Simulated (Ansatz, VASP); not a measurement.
## Two plane-wave programs on Si

```
Si
1.0
     0.00000    2.69462    2.69462
     2.69462    0.00000    2.69462
     2.69462    2.69462    0.00000
Si
2
Direct
  0.00000 0.00000 0.00000
  0.25000 0.25000 0.25000
```

Alike in both runs: task single point; functional r2SCAN; k mesh 6 × 6 × 6; no spin polarisation.

```csv
,VASP,Ansatz
version,VASP 6.6.1,Ansatz 0.2.0
potentials or method,"VASP PAW PBE potentials, release 64 (Si)","plane waves, PAW"
plane-wave cutoff (eV),520,500
occupations,"gaussian, width 0.01 eV",fixed
valence electrons in the cell,8,8
```

|  | VASP | Ansatz | Ansatz less VASP |
| --- | --- | --- | --- |
| gap on the k mesh at the Fermi level (eV) | 0.87 | 0.86 | -0.016 |
| pressure (GPa) | 3.0 | 3.2 | +0.25 |

Caveats: the PAW data sets were made with another functional, which shifts forces and pressure a little (VASP). r2SCAN opens gaps a little over a GGA but as a rule still falls short of measured ones. A k mesh can miss the band edges.
